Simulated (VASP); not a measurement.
# CaO in VASP: one cell, several levels of theory, part 1 of 3

What does VASP give for CaO, CsCl type, the cell held fixed? Runs: PBE, r2SCAN, LDA, PBEsol, the dielectric response in PBE. The results are then set beside those of Ansatz 0.2.0 for the same cell. This is a trial cell built on a prototype, not taken from a measured structure, and it needn't be the compound's ground state.

Program: VASP 6.6.1. PAW datasets, plane waves. (Calculated; spin-unpolarised; the phase may be known or hypothetical.)

**1. The structure to begin with**

The cell comes from an earlier relaxation with r2SCAN in another program.

The symmetry is Pm-3m (No. 221, cubic); conventional cell a = 2.903 Å, 12.24 Å³ an atom. Around Ca lie 8 O at 2.51 Å; around O lie 8 Ca at 2.51 Å.

The structure in full:

```xyz
2
Lattice="2.9032 0.0000 0.0000 0.0000 2.9032 0.0000 0.0000 0.0000 2.9032" Properties=species:S:1:pos:R:3 pbc="T T T"
Ca    0.0000    0.0000    0.0000
O     1.4516    1.4516    1.4516
```

**2. PBE**

The input, INCAR:

```
ENCUT = 520.000000
SIGMA = 0.020000
EDIFF = 1.00e-07
GGA = PE
PREC = Accurate
IBRION = -1
ISIF = 2
ISMEAR = -1
NBANDS = 15
NELM = 120
NSW = 0
LASPH = .TRUE.
LCHARG = .FALSE.
LWAVE = .FALSE.
LREAL = .FALSE.
```

The input, KPOINTS:

```
KPOINTS created by Atomic Simulation Environment
0
Gamma
8 8 8
0 0 0
```

The input, KPOINTS_OPT:

```
special points
4
Reciprocal
0.0000000000 0.0000000000 0.0000000000 1
0.0000000000 0.5000000000 0.0000000000 1
0.5000000000 0.5000000000 0.0000000000 1
0.5000000000 0.5000000000 0.5000000000 1
```

The input, POSCAR:

```
Ca O
 1.0000000000000000
     2.9032089642333831    0.0000000000000000   -0.0000000000000000
    -0.0000000000000000    2.9032089642333831    0.0000000000000000
    -0.0000000000000000    0.0000000000000000    2.9032089642333831
 Ca  O
   1   1
Cartesian
  0.0000000000000000 -0.0000000000000000 -0.0000000000000000
  1.4516044821166916  1.4516044821166916  1.4516044821166916
```

The run uses the recommended PBE PAW datasets (16 valence electrons a neutral cell).

The run is started by

```console
$ mpirun -np 1 vasp_std
```

Printed to the terminal (iteration lines stand in OSZICAR):

```text
POSCAR found type information on POSCAR CaO
 POSCAR found :  2 types and       2 ions
 LDA part: xc-table for (Slater+PW92), standard interpolation
 POSCAR, INCAR and KPOINTS ok, starting setup
 FFT: planning ... GRIDC
 FFT: planning ... GRID_SOFT
 FFT: planning ... GRID
 WAVECAR not read
 entering main loop
 Start KPOINTS_OPT (optional k-point list driver)
k-point batch [1-4\4]
```

OSZICAR:

```text
N       E                     dE             d eps       ncg     rms          rms(c)
DAV:   1     0.117014418995E+03    0.11701E+03   -0.83786E+03  1050   0.110E+03
DAV:   2    -0.902744394004E+01   -0.12604E+03   -0.11898E+03  1345   0.292E+02
DAV:   3    -0.132871770792E+02   -0.42597E+01   -0.42393E+01  1170   0.557E+01
DAV:   4    -0.133867188155E+02   -0.99542E-01   -0.99485E-01  1561   0.742E+00
DAV:   5    -0.133873873354E+02   -0.66852E-03   -0.66852E-03  1177   0.554E-01    0.816E+00
DAV:   6    -0.118917488220E+02    0.14956E+01   -0.35443E+00  1177   0.205E+01    0.323E+00
DAV:   7    -0.118332703101E+02    0.58479E-01   -0.33266E-01  1205   0.589E+00    0.168E+00
DAV:   8    -0.118144216631E+02    0.18849E-01   -0.85366E-02  1337   0.291E+00    0.423E-01
DAV:   9    -0.118129199837E+02    0.15017E-02   -0.67536E-03  1219   0.744E-01    0.102E-01
DAV:  10    -0.118133306465E+02   -0.41066E-03   -0.76897E-04  1253   0.332E-01    0.483E-02
DAV:  11    -0.118132977175E+02    0.32929E-04   -0.75825E-05  1342   0.133E-01    0.138E-02
DAV:  12    -0.118132998529E+02   -0.21354E-05   -0.11288E-05  1199   0.351E-02    0.300E-03
DAV:  13    -0.118132999305E+02   -0.77661E-07   -0.54064E-07  1323   0.773E-03
   1 F= -.11813300E+02 E0= -.11813300E+02  d E =-.676300E-13
       N       E                     dE             ncg
DAV:   1     0.406395107854E+03   -0.21104E+04      120
DAV:   2    -0.858948637244E+02   -0.49229E+03      162
DAV:   3    -0.101353162076E+03   -0.15458E+02      142
DAV:   4    -0.101692206505E+03   -0.33904E+00      179
DAV:   5    -0.101694029091E+03   -0.18226E-02      142
DAV:   6    -0.101694040939E+03   -0.11849E-04      179
DAV:   7    -0.101694040990E+03   -0.50396E-07      112
```

The lines after F= are the extra pass for the points of KPOINTS_OPT, at fixed density; their E is not a total energy.

OUTCAR, selected sections:

```text
k-points           NKPTS =     35   k-points in BZ     NKDIM =     35   number of bands    NBANDS=     15

   NELECT =      16.0000    total number of electrons

   dimension x,y,z NGX =    24 NGY =   24 NGZ =   24
   dimension x,y,z NGXF=    48 NGYF=   48 NGZF=   48

  energy-cutoff  :      520.00
  volume of cell :       24.47
      direct lattice vectors                 reciprocal lattice vectors
     2.903208964  0.000000000  0.000000000     0.344446443  0.000000000  0.000000000
     0.000000000  2.903208964  0.000000000     0.000000000  0.344446443  0.000000000
     0.000000000  0.000000000  2.903208964     0.000000000  0.000000000  0.344446443

 k-points in reciprocal lattice and weights: KPOINTS created by Atomic Simulation Env
   0.00000000  0.00000000  0.00000000       0.002
   0.12500000  0.00000000  0.00000000       0.012
   0.25000000  0.00000000  0.00000000       0.012
   0.37500000  0.00000000  0.00000000       0.012
   0.50000000  0.00000000  0.00000000       0.006
   0.12500000  0.12500000  0.00000000       0.023
   0.25000000  0.12500000  0.00000000       0.047
   0.37500000  0.12500000  0.00000000       0.047
[... 27 more k-points ...]

 E-fermi :   4.6903

 k-point     1 :       0.0000    0.0000    0.0000
  band No.  band energies     occupation
      1     -35.1098      2.00000
      2     -15.5504      2.00000
      3     -15.5504      2.00000
      4     -15.5504      2.00000
      5     -12.2668      2.00000
      6       3.8809      2.00000
      7       3.8809      2.00000
      8       3.8809      2.00000
      9       6.9433      0.00000
     10       6.9433      0.00000
     11       9.4121      0.00000
     12      12.6256      0.00000
     13      12.6256      0.00000
     14      12.6256      0.00000
     15      23.4287      0.00000

 k-point     2 :       0.1250    0.0000    0.0000
  band No.  band energies     occupation
      1     -35.0852      2.00000
      2     -15.8206      2.00000
      3     -15.5320      2.00000
      4     -15.5320      2.00000
      5     -12.0530      2.00000
      6       3.1269      2.00000
      7       3.8110      2.00000
      8       3.8110      2.00000
      9       7.0695      0.00000
     10       7.6338      0.00000
     11      10.0580      0.00000
     12      12.5586      0.00000
     13      12.5586      0.00000
     14      12.6673      0.00000
     15      22.5184      0.00000

 k-point     3 :       0.2500    0.0000    0.0000
  band No.  band energies     occupation
      1     -35.0252      2.00000
      2     -16.3825      2.00000
      3     -15.4874      2.00000
      4     -15.4874      2.00000
      5     -11.6085      2.00000
      6       1.8073      2.00000
      7       3.6375      2.00000
      8       3.6375      2.00000
      9       7.3981      0.00000
     10       9.1595      0.00000
     11      11.4501      0.00000
     12      12.4338      0.00000
     13      12.4338      0.00000
     14      12.7699      0.00000
     15      20.7593      0.00000

 k-point     4 :       0.3750    0.0000    0.0000
  band No.  band energies     occupation
      1     -34.9642      2.00000
      2     -16.8669      2.00000
      3     -15.4420      2.00000
      4     -15.4420      2.00000
      5     -11.2122      2.00000
      6       0.7655      2.00000
      7       3.4582      2.00000
      8       3.4582      2.00000
      9       7.7696      0.00000
     10      10.7322      0.00000
     11      12.3560      0.00000
     12      12.3560      0.00000
     13      12.8754      0.00000
     14      13.0769      0.00000
     15      19.2973      0.00000

 k-point     5 :       0.5000    0.0000    0.0000
  band No.  band energies     occupation
      1     -34.9386      2.00000
      2     -17.0525      2.00000
      3     -15.4232      2.00000
      4     -15.4232      2.00000
      5     -11.0540      2.00000
      6       0.3751      2.00000
      7       3.3824      2.00000
      8       3.3824      2.00000
      9       7.9396      0.00000
     10      11.3684      0.00000
     11      12.3362      0.00000
     12      12.3362      0.00000
     13      12.9200      0.00000
     14      14.2295      0.00000
     15      18.1630      0.00000

[... the tables of k-points 6 to 35 left out ...]

  Total        0.6580481      0.6580481      0.6580481     -0.0000000     -0.0000000      0.0000000
  in kB       43.0857164     43.0857164     43.0857164     -0.0000000     -0.0000000      0.0000000
  external PRESSURE =      43.0857164 kB  Pullay stress =       0.0000000 kB

 POSITION                                       TOTAL-FORCE (eV/Angst)
 -----------------------------------------------------------------------------------
      0.00000      0.00000      0.00000         0.000000      0.000000      0.000000
      1.45160      1.45160      1.45160         0.000000      0.000000      0.000000
 -----------------------------------------------------------------------------------
    total drift:                                0.000000      0.000000     -0.000000

  FREE ENERGIE OF THE ION-ELECTRON SYSTEM (eV)
  ---------------------------------------------------
  free  energy   TOTEN  =       -11.8132999305 eV

  energy  without entropy=      -11.8132999305  energy(sigma->0) =      -11.81329993
```

Hardware: 1 MPI rank of Intel Xeon 6975P-C, shared host.

The levels at the points of KPOINTS_OPT are read from vasprun.xml.

Near the gap, in eV above the top of the last filled band v; c is the band after it:

```csv
point,v−1,v,c,c+1
Γ,-0.30,-0.30,2.76,2.76
X,-0.80,-0.80,3.75,7.18
M,-2.12,0.00,3.89,4.74
R,-3.44,-3.44,7.95,7.95
```

Gap with PBE: 2.76 eV, valence top at M, conduction bottom at Γ. Least direct gap: 3.06 eV. Pressure: 4.31 GPa; the forces vanish within 0.01 eV/Å.

**3. r2SCAN at this geometry**

The input, INCAR:

```
ENCUT = 520.000000
SIGMA = 0.010000
EDIFF = 1.00e-07
ALGO = Normal
METAGGA = R2SCAN
PREC = Accurate
IBRION = -1
ISIF = 2
ISMEAR = 0
NBANDS = 15
NELM = 120
NSW = 0
LASPH = .TRUE.
LCHARG = .TRUE.
LELF = .TRUE.
LWAVE = .FALSE.
LREAL = .FALSE.
```

KPOINTS is that of step 2.

KPOINTS_OPT is that of step 2.

POSCAR is that of step 2.

The run is started by

```console
$ mpirun -np 1 vasp_std
```

Standard output, without the iteration lines:

```text
POSCAR found type information on POSCAR CaO
 POSCAR found :  2 types and       2 ions
 -----------------------------------------------------------------------------
|                                                                             |
|                                                                             |
|     You enforced a specific xc type in the INCAR file but a different       |
|     I HOPE YOU KNOW WHAT YOU ARE DOING!                                     |
|                                                                             |
 -----------------------------------------------------------------------------

 LDA part: xc-table for (None), standard interpolation
 POSCAR, INCAR and KPOINTS ok, starting setup
 FFT: planning ... GRIDC
 FFT: planning ... GRID_SOFT
 FFT: planning ... GRID
 WAVECAR not read
 entering main loop
 Start KPOINTS_OPT (optional k-point list driver)
k-point batch [1-4\4]
```

OSZICAR:

```text
N       E                     dE             d eps       ncg     rms          rms(c)
DAV:   1     0.110355221186E+03    0.11036E+03   -0.85008E+03  1050   0.113E+03
DAV:   2    -0.195607432746E+02   -0.12992E+03   -0.12262E+03  1331   0.300E+02
DAV:   3    -0.240285671629E+02   -0.44678E+01   -0.44407E+01  1176   0.580E+01
DAV:   4    -0.241404248145E+02   -0.11186E+00   -0.11172E+00  1461   0.808E+00
DAV:   5    -0.241424646188E+02   -0.20398E-02   -0.20397E-02  1247   0.986E-01    0.734E+00
DAV:   6    -0.184608019122E+02    0.56817E+01   -0.27194E+00  1264   0.228E+01    0.255E+00
DAV:   7    -0.185178891595E+02   -0.57087E-01   -0.40339E-01  1253   0.485E+00    0.181E+00
DAV:   8    -0.185426763847E+02   -0.24787E-01   -0.19960E-01  1092   0.424E+00    0.137E+00
DAV:   9    -0.185064680789E+02    0.36208E-01   -0.60686E-02  1162   0.240E+00    0.177E-01
DAV:  10    -0.185059419966E+02    0.52608E-03   -0.55735E-03  1176   0.606E-01    0.717E-02
DAV:  11    -0.185059793448E+02   -0.37348E-04   -0.10726E-04  1498   0.108E-01    0.201E-02
DAV:  12    -0.185059773141E+02    0.20307E-05   -0.46635E-06  1215   0.277E-02    0.113E-02
DAV:  13    -0.185059762913E+02    0.10227E-05   -0.69848E-06  1267   0.226E-02    0.288E-03
DAV:  14    -0.185059759407E+02    0.35068E-06   -0.40727E-07  1309   0.677E-03    0.827E-04
DAV:  15    -0.185059759318E+02    0.88755E-08   -0.27187E-08   637   0.133E-03
   1 F= -.18505976E+02 E0= -.18505976E+02  d E =-.531650E-25
       N       E                     dE             ncg
DAV:   1     0.376595072680E+03   -0.21402E+04      120
DAV:   2    -0.139187858307E+03   -0.51578E+03      162
DAV:   3    -0.155046789414E+03   -0.15859E+02      135
DAV:   4    -0.155396018093E+03   -0.34923E+00      179
DAV:   5    -0.155397989585E+03   -0.19715E-02      135
DAV:   6    -0.155398002869E+03   -0.13284E-04      172
DAV:   7    -0.155398002929E+03   -0.60689E-07      126
```

OUTCAR, selected sections:

```text
k-points           NKPTS =     35   k-points in BZ     NKDIM =     35   number of bands    NBANDS=     15

   NELECT =      16.0000    total number of electrons

   dimension x,y,z NGX =    24 NGY =   24 NGZ =   24
   dimension x,y,z NGXF=    48 NGYF=   48 NGZF=   48

  energy-cutoff  :      520.00
  volume of cell :       24.47
      direct lattice vectors                 reciprocal lattice vectors
     2.903208964  0.000000000  0.000000000     0.344446443  0.000000000  0.000000000
     0.000000000  2.903208964  0.000000000     0.000000000  0.344446443  0.000000000
     0.000000000  0.000000000  2.903208964     0.000000000  0.000000000  0.344446443

 k-points in reciprocal lattice and weights: KPOINTS created by Atomic Simulation Env
   0.00000000  0.00000000  0.00000000       0.002
   0.12500000  0.00000000  0.00000000       0.012
   0.25000000  0.00000000  0.00000000       0.012
   0.37500000  0.00000000  0.00000000       0.012
   0.50000000  0.00000000  0.00000000       0.006
   0.12500000  0.12500000  0.00000000       0.023
   0.25000000  0.12500000  0.00000000       0.047
   0.37500000  0.12500000  0.00000000       0.047
[... 27 more k-points ...]

 E-fermi :   3.9748

 k-point     1 :       0.0000    0.0000    0.0000
  band No.  band energies     occupation
      1     -36.9120      2.00000
      2     -16.4854      2.00000
      3     -16.4854      2.00000
      4     -16.4854      2.00000
      5     -13.5056      2.00000
      6       3.6022      2.00000
      7       3.6022      2.00000
      8       3.6022      2.00000
      9       7.1830      0.00000
     10       7.1830      0.00000
     11      10.0151      0.00000
     12      12.9675      0.00000
     13      12.9675      0.00000
     14      12.9675      0.00000
     15      24.1511      0.00000

 k-point     2 :       0.1250    0.0000    0.0000
  band No.  band energies     occupation
      1     -36.8878      2.00000
      2     -16.7701      2.00000
      3     -16.4669      2.00000
      4     -16.4669      2.00000
      5     -13.2768      2.00000
      6       2.8763      2.00000
      7       3.5327      2.00000
      8       3.5327      2.00000
      9       7.3102      0.00000
     10       7.8727      0.00000
     11      10.6564      0.00000
     12      12.9047      0.00000
     13      12.9047      0.00000
     14      13.0107      0.00000
     15      23.2192      0.00000

 k-point     3 :       0.2500    0.0000    0.0000
  band No.  band energies     occupation
      1     -36.8289      2.00000
      2     -17.3506      2.00000
      3     -16.4221      2.00000
      4     -16.4221      2.00000
      5     -12.8144      2.00000
      6       1.5621      2.00000
      7       3.3605      2.00000
      8       3.3605      2.00000
      9       7.6407      0.00000
     10       9.4287      0.00000
     11      12.0749      0.00000
     12      12.7891      0.00000
     13      12.7891      0.00000
     14      13.1172      0.00000
     15      21.4223      0.00000

 k-point     4 :       0.3750    0.0000    0.0000
  band No.  band energies     occupation
      1     -36.7690      2.00000
      2     -17.8446      2.00000
      3     -16.3767      2.00000
      4     -16.3767      2.00000
      5     -12.4114      2.00000
      6       0.5115      2.00000
      7       3.1829      2.00000
      8       3.1829      2.00000
      9       8.0135      0.00000
     10      11.0489      0.00000
     11      12.7197      0.00000
     12      12.7197      0.00000
     13      13.2267      0.00000
     14      13.7440      0.00000
     15      19.9327      0.00000

 k-point     5 :       0.5000    0.0000    0.0000
  band No.  band energies     occupation
      1     -36.7438      2.00000
      2     -18.0329      2.00000
      3     -16.3578      2.00000
      4     -16.3578      2.00000
      5     -12.2525      2.00000
      6       0.1171      2.00000
      7       3.1079      2.00000
      8       3.1079      2.00000
      9       8.1837      0.00000
     10      11.7211      0.00000
     11      12.7033      0.00000
     12      12.7033      0.00000
     13      13.2730      0.00000
     14      14.9103      0.00000
     15      18.9651      0.00000

[... the tables of k-points 6 to 35 left out ...]

  Total        0.1599259      0.1599259      0.1599259      0.0000000      0.0000000      0.0000000
  in kB       10.4711513     10.4711513     10.4711513      0.0000000      0.0000000      0.0000000
  external PRESSURE =      10.4711513 kB  Pullay stress =       0.0000000 kB

 POSITION                                       TOTAL-FORCE (eV/Angst)
 -----------------------------------------------------------------------------------
      0.00000      0.00000      0.00000         0.000000      0.000000      0.000000
      1.45160      1.45160      1.45160         0.000000      0.000000      0.000000
 -----------------------------------------------------------------------------------
    total drift:                                0.000000      0.000000     -0.000000

  FREE ENERGIE OF THE ION-ELECTRON SYSTEM (eV)
  ---------------------------------------------------
  free  energy   TOTEN  =       -18.5059759318 eV

  energy  without entropy=      -18.5059759318  energy(sigma->0) =      -18.50597593
```

Hardware: 1 MPI rank of Intel Xeon 6975P-C, shared host.

The levels at the points of KPOINTS_OPT are read from vasprun.xml.

Levels at the named points, in eV from the top of band v (v: the last filled band by count, c: the next):

```csv
point,v−1,v,c,c+1
Γ,-0.30,-0.30,3.28,3.28
X,-0.80,-0.80,4.28,7.82
M,-2.15,0.00,4.48,5.35
R,-3.46,-3.46,8.62,8.62
```

r2SCAN gives an indirect gap of 3.28 eV, from M to Γ; the least direct gap is 3.58 eV. The pressure is 1.05 GPa; the forces vanish within 0.01 eV/Å.

Density in a lattice plane of the grid's cell (edges 2.90 and 2.90 Å, at 0.500 of the third edge), which holds O.

Ten even steps from ' ' (0.06 e/Å³) to '@' (8.02 e/Å³):
```
                                                
                                                
                                                
                                                
                    ..........                  
                ....::::::::::....              
              ....::--======--::....            
              ..::==++**##**++==::..            
            ..::--++##%%@@%%##++--::..          
            ..::==**%%@@@@@@%%**==::..          
            ..::--++##%%@@%%##++--::..          
              ..::==++**##**++==::..            
              ....::--======--::....            
                ....::::::::::....              
                    ..........                  
                                                
                                                
                                                
                                                
                                                
```
Columns run along the first of these edges and rows up along the second, over one cell in 24 and 20 even steps from the bottom left corner. Atoms in the plane (fractional): O at (0.50, 0.50).

ELF in the same plane.

Ten even steps from ' ' (0.01) to '@' (0.82):
```
                  ..............                
            ..::::--------------::::..          
        ....--==++++**********++++==--....      
      ..::--++**##%%%%%%%%%%%%%%##**++--::..    
    ....--++##%%@@@@@@@@@@@@@@@@@@%%##++--....  
    ..--++##%%@@@@@@@@@@@@@@@@@@@@@@%%##++--..  
    ::==**##@@@@@@@@@@@@@@@@@@@@@@@@@@##**==::  
  ..::==**%%@@@@@@@@%%%%##%%%%@@@@@@@@%%**==::..
  ..::==##%%@@@@@@@@##**++**##@@@@@@@@%%##==::..
  ..::++##%%@@@@@@%%**==--==**%%@@@@@@%%##++::..
  ..::==##%%@@@@@@@@##**++**##@@@@@@@@%%##==::..
  ..::==**%%@@@@@@@@%%%%##%%%%@@@@@@@@%%**==::..
    ::==**##@@@@@@@@@@@@@@@@@@@@@@@@@@##**==::  
    ..--++##%%@@@@@@@@@@@@@@@@@@@@@@%%##++--..  
    ....--++##%%@@@@@@@@@@@@@@@@@@%%##++--....  
      ..::--++**##%%%%%%%%%%%%%%##**++--::..    
        ....--==++++**********++++==--....      
            ..::::--------------::::..          
                  ..............                
                                                
```
Columns run along the first of these edges and rows up along the second, over one cell in 24 and 20 even steps from the bottom left corner. Atoms in the plane (fractional): O at (0.50, 0.50).

Both are smooth fields of the valence electrons: close to the nuclei they are not physical.

Maxima of ELF outside the ion cores: 0.83 in the shell around O, 0.6 Å from O.

(Continued in part 2 of 3.)
